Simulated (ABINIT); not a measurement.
A calculation with ABINIT 10.8.3 (patched build) of Zn (ASE script, structure from a P1 CIF):

File run.py:

```python
import json, os
import numpy as np
from ase.units import GPa
from ase.calculators.abinit import Abinit, AbinitProfile
from ase.io import read

atoms = read('Zn.cif')

profile = AbinitProfile(command='abinit', pp_paths=[os.path.abspath('pseudos')])
params = dict(
    pps='pawxml', xc='PBE',
    ecut=598.6505,
    pawecutdg=1197.301,
    kptopt=1,
    ngkpt=[11, 11, 6],
    nshiftk=1,
    shiftk=[0.0, 0.0, 0.0],
    ixc=11,
    nband=16,
    occopt=3,
    tsmear=0.05,
    nstep=100,
    tolvrs=1e-09,
    prtwf=0,
    prtden=0,
)

atoms.calc = Abinit(profile=profile, directory='run', **params)
energy = atoms.get_potential_energy()
forces = atoms.get_forces()
stress = atoms.get_stress()
print(f'energy {energy:.6f} eV')
print('forces (eV/A)')
print(np.round(forces, 5))
print('stress (GPa, Voigt, tension positive)', np.round(stress / GPa, 4))
json.dump(dict(energy=energy, forces=forces.tolist(), stress=stress.tolist(), cell=atoms.cell.tolist(), frac=atoms.get_scaled_positions(wrap=False).tolist()), open('results.json', 'w'))
```

Contents of Zn.cif:

```cif
data_Zn
_cell_length_a 2.67000000
_cell_length_b 2.67000000
_cell_length_c 4.96600000
_cell_angle_alpha 90.00000000
_cell_angle_beta 90.00000000
_cell_angle_gamma 120.00000000
_space_group_name_H-M_alt 'P1'
_space_group_name_Hall 'P 1'
_space_group_IT_number 1
loop_
_space_group_symop_operation_xyz
'x,y,z'
loop_
_atom_site_label
_atom_site_type_symbol
_atom_site_symmetry_multiplicity
_atom_site_Wyckoff_symbol
_atom_site_fract_x
_atom_site_fract_y
_atom_site_fract_z
_atom_site_occupancy
Zn1 Zn 1 a 0.6666666667 0.3333333333 0.7500000000 1
Zn2 Zn 1 a 0.3333333333 0.6666666667 0.2500000000 1
```

Potentials or basis: JTH PAW PBE v2.0.

Run with:

```bash
$ python run.py
```

Write the same calculation in another form: native input, structure from a POSCAR.

As run:

Contents of run.abi:

```
pp_dirpath "./"
pseudos "Zn.GGA_PBE-JTH.xml"

structure "poscar:POSCAR"
natom 2

ecut 22.0
pawecutdg 44.0

kptopt 1
ngkpt 11 11 6
nshiftk 1
shiftk 0.0 0.0 0.0

ixc 11

nband 16
occopt 3
tsmear 0.00183747

nstep 100
tolvrs 1.0e-9

iomode 3
prtwf 0
prteig 0
prtebands 0
enunit 1
prtden 1
prtvha 1
prtvclmb 1
prtpot 1
```

The input POSCAR:

```
Zn
1.0
    2.6700000000      0.0000000000      0.0000000000
   -1.3350000000      2.3122878281      0.0000000000
    0.0000000000      0.0000000000      4.9660000000
Zn
2
Direct
    0.6666666667      0.3333333333      0.7500000000  Zn
    0.3333333333      0.6666666667      0.2500000000  Zn
```

Potentials or basis: JTH PAW PBE v2.0.

Launch:

```bash
$ abinit run.abi > log 2>&1
```

Both were run:

|  | ASE script, structure from a P1 CIF | native input, structure from a POSCAR |
| --- | --- | --- |
| Pressure | -1.0 GPa | -1.0 GPa |
| Band gap on the k mesh | none (metal or under the smearing width) | none (metal or under the smearing width) |
| Valence electrons inside the program's atomic spheres | Zn 10.74 (radii [1.2212] Å) | Zn 10.74 (radii [1.2212] Å) |

Keys that steer only the numerical path or the files written may differ.
